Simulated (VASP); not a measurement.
# NiO (Fm-3m) in VASP: further runs, part 2 of 2

VASP 6.6.1. The steps go on from the part before.

## Step 4: Phonons, r2SCAN, collinear spin, ferromagnetic start

Input file POSCAR:

```
NiO
1.0
    0.0000000000      2.0859016414      2.0859016414
    2.0859016414      0.0000000000      2.0859016414
    2.0859016414      2.0859016414      0.0000000000
Ni O
1 1
Direct
    0.0000000000      0.0000000000      0.0000000000
    0.5000000000      0.5000000000      0.5000000000
```

Input file INCAR.step1:

```
SYSTEM = NiO
PREC = Accurate
ENCUT = 600
EDIFF = 1E-8
ISMEAR = 0
SIGMA = 0.05
LREAL = .FALSE.
LASPH = .TRUE.
NELM = 100
ALGO = Normal
ISIF = 3
LWAVE = .FALSE.
LCHARG = .FALSE.
ISPIN = 2
MAGMOM = 1 0
LORBIT = 11
LMAXMIX = 4
METAGGA = R2SCAN
LMIXTAU = .TRUE.
IBRION = 2
NSW = 40
EDIFFG = -0.002
```

Input file INCAR.step2:

```
SYSTEM = NiO
PREC = Accurate
ENCUT = 600
EDIFF = 1E-8
ISMEAR = 0
SIGMA = 0.05
LREAL = .FALSE.
LASPH = .TRUE.
NELM = 100
ALGO = Normal
ISIF = 2
LWAVE = .FALSE.
LCHARG = .FALSE.
ISPIN = 2
MAGMOM = 1 0
LORBIT = 11
LMAXMIX = 4
METAGGA = R2SCAN
LMIXTAU = .TRUE.
IBRION = 6
NFREE = 2
POTIM = 0.015
NSW = 1
```

Input file KPOINTS:

```
regular mesh
0
G
  8 8 8
  0 0 0
```

Potentials or basis: VASP PAW PBE potentials, release 64 (Ni, O).

Started as:

```
> cat potpaw_PBE.64/Ni/POTCAR potpaw_PBE.64/O/POTCAR > POTCAR
> cp INCAR.step1 INCAR
> mpirun -np 1 vasp_std > vasp.out
> cp CONTCAR POSCAR
> cp INCAR.step2 INCAR
> mpirun -np 1 vasp_std > vasp.out
```

OUTCAR:

```text
SYSTEM = NiO
   PREC = Accurate
   ENCUT = 600
   EDIFF = 1E-8
   ISMEAR = 0
   LREAL = .FALSE.
   LASPH = .TRUE.
   NELM = 100
   ISIF = 2
   ISPIN = 2
   LORBIT = 11
   METAGGA = R2SCAN
   IBRION = 6
   NFREE = 2
   POTIM = 0.015
   NSW = 1

 ion  position               nearest neighbor table
   1  0.000  0.000  0.000-   2 2.09   2 2.09   2 2.09   2 2.09   2 2.09   2 2.09
   2  0.500  0.500  0.500-   1 2.09   1 2.09   1 2.09   1 2.09   1 2.09   1 2.09

  LATTYP: Found a face centered cubic cell.
 ALAT       =     4.1871056059

  Lattice vectors:

 A1 = (   0.0000000000,   2.0935528030,   2.0935528030)
 A2 = (   2.0935528030,   0.0000000000,   2.0935528030)
 A3 = (   2.0935528030,   2.0935528030,   0.0000000000)

Analysis of symmetry for initial positions (statically):
=====================================================================
[... 1160 lines left out ...]

 INTERNAL STRAIN TENSOR FOR ION    1 for displacements in x,y,z  (eV/Angst):
          X           Y           Z          XY          YZ          ZX
  --------------------------------------------------------------------------------
  x     0.00000     0.00000     0.00000     0.00000     0.00000     0.00000
  y     0.00000     0.00000     0.00000     0.00000     0.00000     0.00000
  z     0.00000     0.00000     0.00000     0.00000     0.00000     0.00000

 INTERNAL STRAIN TENSOR FOR ION    2 for displacements in x,y,z  (eV/Angst):
          X           Y           Z          XY          YZ          ZX
  --------------------------------------------------------------------------------
  x     0.00000     0.00000     0.00000     0.00000     0.00000     0.00000
  y     0.00000     0.00000     0.00000     0.00000     0.00000     0.00000
  z     0.00000     0.00000     0.00000     0.00000     0.00000     0.00000

 Eigenvectors and eigenvalues of the dynamical matrix
 ----------------------------------------------------

   1 f  =    8.082690 THz    50.785037 2PiTHz  269.609509 cm-1    33.427304 meV
             X         Y         Z           dx          dy          dz
      0.000000  0.000000  0.000000     0.000000    0.477060    0.000000
      2.093553  2.093553  2.093553    -0.000000   -0.878870    0.000000
[... 21 lines left out ...]
   6 f/i=    0.130249 THz     0.818379 2PiTHz    4.344641 cm-1     0.538667 meV
             X         Y         Z           dx          dy          dz
      0.000000  0.000000  0.000000     0.021791    0.694392    0.538292
      2.093553  2.093553  2.093553     0.011828    0.376924    0.292191

 ELASTIC MODULI CONTR FROM IONIC RELAXATION (kBar)
 Direction    XX          YY          ZZ          XY          YZ          ZX
 --------------------------------------------------------------------------------
 XX           0.0000      0.0000      0.0000      0.0000      0.0000      0.0000
 YY           0.0000      0.0000      0.0000      0.0000      0.0000      0.0000
 ZZ           0.0000      0.0000      0.0000      0.0000      0.0000      0.0000
 XY           0.0000      0.0000      0.0000      0.0000      0.0000      0.0000
 YZ           0.0000      0.0000      0.0000      0.0000      0.0000      0.0000
 ZX           0.0000      0.0000      0.0000      0.0000      0.0000      0.0000
 --------------------------------------------------------------------------------

 total charge

# of ion       s       p       d       tot
------------------------------------------
    1        0.334   0.413   8.168   8.915
    2        1.551   3.493   0.000   5.045
--------------------------------------------------
tot          1.885   3.907   8.168  13.960

 magnetization (x)

# of ion       s       p       d       tot
------------------------------------------
    1        0.011   0.012   1.671   1.693
    2        0.028   0.247   0.000   0.276
--------------------------------------------------
tot          0.039   0.259   1.671   1.969
```

OSZICAR.step1:

```text
N       E                     dE             d eps       ncg     rms          rms(c)
DAV:   1     0.897619796098E+02    0.89762E+02   -0.86197E+03  1524   0.175E+03
DAV:   2    -0.181301173311E+02   -0.10789E+03   -0.95786E+02  1613   0.320E+02
[... 49 lines left out ...]
DAV:   4    -0.201143115360E+02   -0.11253E-05   -0.10830E-07  1553   0.387E-03    0.286E-03
DAV:   5    -0.201143115157E+02    0.20292E-07   -0.15334E-08  1209   0.408E-03    0.104E-03
DAV:   6    -0.201143117699E+02   -0.25418E-06   -0.30073E-08  1330   0.266E-03    0.327E-04
DAV:   7    -0.201143116500E+02    0.11992E-06   -0.29581E-09   794   0.105E-03    0.214E-04
DAV:   8    -0.201143116675E+02   -0.17496E-07   -0.10140E-09   794   0.522E-04    0.106E-04
DAV:   9    -0.201143116669E+02    0.55820E-09   -0.37969E-10   804   0.340E-04
   4 F= -.20114312E+02 E0= -.20114312E+02  d E =-.145348E-02  mag=     2.0000
```

Run time: 5.1 min. Hardware: 1 thread of Intel Xeon Platinum 8559C (Emerald Rapids), shared host; peak memory 0.19 GiB.

What came out:

```
Relaxed volume                                          : 9.18 Å³/atom
Relaxed cell                                            : a = 2.961 Å, b = 2.961 Å, c = 2.961 Å, α = 60.00°, β = 60.00°, γ = 60.00°
Space group after relaxing (to 0.05 Å)                  : Fm-3m (No. 225)
Net moment                                              : 2.00 μB per cell
Site moments                                            : Ni +1.69; O +0.28 μB
Valence electrons inside the program's atomic spheres   : Ni 8.91; O 5.04
Highest phonon frequency at Γ, LO-TO splitting left out : 270 cm⁻¹
```

Step by step:
```tsv
step	energy change (eV)	largest force (eV/Å)	pressure (GPa)	volume (Å³)
1	0.0000	0.0000	2.42	18.15
2	-0.0005	0.0000	-1.86	18.51
3	-0.0015	0.0000	0.06	18.35
4	-0.0015	0.0000	0.00	18.35
```

Final structure:
```
Ni O
1.0
     0.00000    2.09355    2.09355
     2.09355    0.00000    2.09355
     2.09355    2.09355    0.00000
Ni O
1 1
Direct
  0.00000 0.00000 0.00000
  0.50000 0.50000 0.50000
```

Phonon frequencies in cm⁻¹ (negative: imaginary):
```tsv
q point	frequencies
(0.000, 0.000, 0.000)	-4 -4 -4 270 270 270
```

Caveat: the PAW data sets were made with another functional, which shifts forces and pressure a little; a cell with one magnetic atom can't hold antiferromagnetic order, which such compounds often take.

## Step 5: The runs side by side

```csv
task,level,potentials or basis,spin,k mesh,cutoff (eV),smearing,ions in elastic constants,other keys,moment (μB)
elastic constants,LDA,"VASP PAW LDA potentials, release 64 (Ni, O)","collinear, ferromagnetic start",8 × 8 × 8,600,gaussian 0.02 eV,relaxed,-,0.73
phonons,TPSS+D4,"VASP PAW PBE potentials, release 64 (Ni, O)",off,10 × 10 × 10,580,gaussian 0.1 eV,-,k = 10 × 10 × 10,-
phonons,r2SCAN,"VASP PAW PBE potentials, release 64 (Ni, O)","collinear, ferromagnetic start",8 × 8 × 8,600,gaussian 0.05 eV,-,-,2.00
```

Alike in all rows: cell relaxed.

Caveats: a cell with one magnetic atom can't hold antiferromagnetic order, which such compounds often take (some runs); the PAW data sets were made with another functional, which shifts forces and pressure a little (some runs).

Total energies depend on the potentials used, so only differences within one code and one set of settings carry meaning.
